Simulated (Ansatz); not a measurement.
Starting structure, clean slab, lower planes held (CaO, Fm-3m (No. 225), (1 1 1) face):

```
CELL_PARAMETERS angstrom
6.76470 0.00000 0.00000
-3.38235 5.85840 0.00000
0.00000 0.00000 22.90419
ATOMIC_POSITIONS crystal
O 0.16667 0.33333 0.34928
O 0.16667 0.83333 0.34928
O 0.66667 0.33333 0.34928
O 0.66667 0.83333 0.34928
Ca 0.33333 0.16667 0.40957
Ca 0.33333 0.66667 0.40957
Ca 0.83333 0.16667 0.40957
Ca 0.83333 0.66667 0.40957
O 0.50000 0.50000 0.46986
O 0.50000 0.00000 0.46986
O 0.00000 0.50000 0.46986
O 0.00000 0.00000 0.46986
Ca 0.66667 0.33333 0.53014
Ca 0.66667 0.83333 0.53014
Ca 0.16667 0.33333 0.53014
Ca 0.16667 0.83333 0.53014
O 0.83333 0.66667 0.59043
O 0.83333 0.16667 0.59043
O 0.33333 0.66667 0.59043
O 0.33333 0.16667 0.59043
Ca 0.00000 0.50000 0.65072
Ca 0.00000 0.00000 0.65072
Ca 0.50000 0.50000 0.65072
Ca 0.50000 0.00000 0.65072
```

These are results of Ansatz, DFT PBE+D3(BJ), scalar-relativistic, plane waves, PAW, not measurements. Settings: cutoff 420 eV, Γ-centred mesh 3×3×1 on the computed 24-atom cell, Gaussian smearing of 0.05 eV; no spin polarisation. A dipole correction removes the field between periodic images along c.

Atoms 1, 2, 3, 4, 5, 6, 7, 8, 9, 10, 11, 12 (counted from 1) are held. The cell is fixed. Force threshold 0.03 eV/Å.

```json
{"step": "1", "E − E_final (eV)": "0.688", "largest force (eV/Å)": "1.524"}
{"step": "2", "E − E_final (eV)": "0.104", "largest force (eV/Å)": "0.566"}
{"step": "3", "E − E_final (eV)": "0.005", "largest force (eV/Å)": "0.107"}
{"step": "4", "E − E_final (eV)": "0.000", "largest force (eV/Å)": "0.025"}
```

(1) What is the final structure?

Spin polarisation was left out, and a magnetic state may lie lower.

Answers

(1)
```yaml
crystal:
  lattice:
    - [6.76470, 0.00000, 0.00000]
    - [-3.38235, 5.85840, 0.00000]
    - [0.00000, 0.00000, 22.90419]
  atoms:
    - { symbol: O, position: [0.16667, 0.33333, 0.34928] }
    - { symbol: O, position: [0.16667, 0.83333, 0.34928] }
    - { symbol: O, position: [0.66667, 0.33333, 0.34928] }
    - { symbol: O, position: [0.66667, 0.83333, 0.34928] }
    - { symbol: Ca, position: [0.33333, 0.16667, 0.40957] }
    - { symbol: Ca, position: [0.33333, 0.66667, 0.40957] }
    - { symbol: Ca, position: [0.83333, 0.16667, 0.40957] }
    - { symbol: Ca, position: [0.83333, 0.66667, 0.40957] }
    - { symbol: O, position: [0.50000, 0.50000, 0.46986] }
    - { symbol: O, position: [0.50000, 0.00000, 0.46986] }
    - { symbol: O, position: [0.00000, 0.50000, 0.46986] }
    - { symbol: O, position: [0.00000, 0.00000, 0.46986] }
    - { symbol: Ca, position: [0.66667, 0.33333, 0.52352] }
    - { symbol: Ca, position: [0.66667, 0.83333, 0.52352] }
    - { symbol: Ca, position: [0.16667, 0.33333, 0.52352] }
    - { symbol: Ca, position: [0.16667, 0.83333, 0.52352] }
    - { symbol: O, position: [0.83333, 0.66667, 0.59410] }
    - { symbol: O, position: [0.83333, 0.16667, 0.59410] }
    - { symbol: O, position: [0.33333, 0.66667, 0.59410] }
    - { symbol: O, position: [0.33333, 0.16667, 0.59410] }
    - { symbol: Ca, position: [0.00000, 0.50000, 0.64714] }
    - { symbol: Ca, position: [0.00000, 0.00000, 0.64714] }
    - { symbol: Ca, position: [0.50000, 0.50000, 0.64714] }
    - { symbol: Ca, position: [0.50000, 0.00000, 0.64714] }
```